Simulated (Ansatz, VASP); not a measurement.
CdSe: VASP beside Ansatz

File INCAR:

```
SYSTEM = CdSe
  PREC = Accurate
  ENCUT = 520
  EDIFF = 1E-7
  ISMEAR = -1
  SIGMA = 0.05
  LREAL = .FALSE.
  LASPH = .TRUE.
  NELM = 100
  ALGO = Normal
  ISIF = 2
  LWAVE = .FALSE.
  LCHARG = .FALSE.
  GGA = PS
  NBANDS = 16
```

Contents of KPOINTS:

```
Automatic mesh
0
G
  8 8 8
  0 0 0
```

Contents of POSCAR:

```
CdSe
1.0
    0.0000000000      2.9117775739      2.9117775739
    2.9117775739      0.0000000000      2.9117775739
    2.9117775739      2.9117775739      0.0000000000
Cd Se
1 1
Direct
    0.0000000000      0.0000000000      0.0000000000
    0.5000000000      0.5000000000      0.5000000000
```

Contents of input.yaml:

```yaml
crystal:
  lattice:
    - [0.0, 2.9117775739, 2.9117775739]
    - [2.9117775739, 0.0, 2.9117775739]
    - [2.9117775739, 2.9117775739, 0.0]
  atoms:
    - { symbol: Cd, position: [0.0, 0.0, 0.0] }
    - { symbol: Se, position: [0.5, 0.5, 0.5] }
kpoints:
  mp_grid: { grid: [8, 8, 8] }
scf:
  occupations: { method: fermi_dirac, width: 0.05 }
hamiltonian:
  xc: pbesol
  pseudopotentials: { kind: all_electron, lapw: { basis_error: 0.001 } }
output:
  forces: true
  stress: true
  eigenvalues: true
```

Change from the starting cell: volume scaled by 1.04.

Alike in both runs: task single point; functional PBEsol; k mesh 8 × 8 × 8; occupations fermi-dirac, width 0.05 eV; no spin polarisation.

|  | VASP | Ansatz |
| --- | --- | --- |
| version | VASP 6.6.1 | Ansatz 0.2.0 |
| potentials or method | VASP PAW PBE potentials, release 64 (Cd, Se) | all-electron LAPW, scalar-relativistic |
| plane-wave cutoff (eV) | 520 | see its input |

Ansatz gave:

- gap on the k mesh at the Fermi level (eV): none
- pressure (GPa): -5.7

Q: Which values does VASP return?

A: gap on the k mesh at the Fermi level (eV): none; pressure (GPa): -5.4.

A gap of «none» marks a metal or a gap that the smearing closes. Ansatz ran all-electron here, so the differences hold the error of VASP's frozen core and of both bases.

Caveats: the PAW data sets were made with another functional, which shifts forces and pressure a little (VASP).
